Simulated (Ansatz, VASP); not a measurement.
**One calculation of Be16H (a cell with a defect), two programs**

```
Be H
1.0
    -2.29000   -3.96640    0.00000
     3.43500   -1.98320    0.00000
     0.00000    0.00000    7.17686
Be H
16 1
Cartesian
  0.0261 -3.9822 0.0329
  0.0096 -2.6426 1.7989
  -0.0213 -3.9532 3.5603
  0.0384 -2.6257 5.3507
  -1.1511 -1.9389 0.0324
  2.2823 -2.6381 1.8168
  -1.1459 -1.9753 3.5845
  2.2883 -2.6399 5.3734
  1.1517 -1.9832 0.0150
  1.1500 -0.6676 1.7980
  1.1568 -1.9880 3.5662
  1.1456 -0.7024 5.3509
  -0.0400 -0.0192 0.0333
  1.1713 -4.6419 1.8213
  -0.0060 -0.0008 3.5856
  1.1250 -4.6169 5.3468
  -1.1026 -3.3017 6.2748
```

Alike in both runs: functional PBE; dispersion D3(BJ); k mesh 3 × 3 × 2; occupations fermi-dirac, width 0.15 eV; no spin polarisation.

Ansatz relaxed the structure, and its values are those at the end. VASP's run is a single point on that final structure, the one shown.

```csv
,VASP,Ansatz
version,VASP 6.6.1,Ansatz 0.2.0
potentials or method,"VASP PAW PBE potentials, release 64 (Be, H)","scalar-relativistic, plane waves, PAW"
plane-wave cutoff (eV),520,420
valence electrons in the cell,33,33
```

|  | VASP | Ansatz | Ansatz less VASP |
| --- | --- | --- | --- |
| rms of the force components (eV/Å) | 0.014 | 0.014 | -0.0003 |
| dispersion energy (meV/atom) | -335.8 | -335.8 | -0.06 |

With one functional, cell and mesh, what is left measures potentials, basis and numerics.

Caveats: the k mesh is coarse (spacing up to 0.53 Å⁻¹), so the values aren't converged.
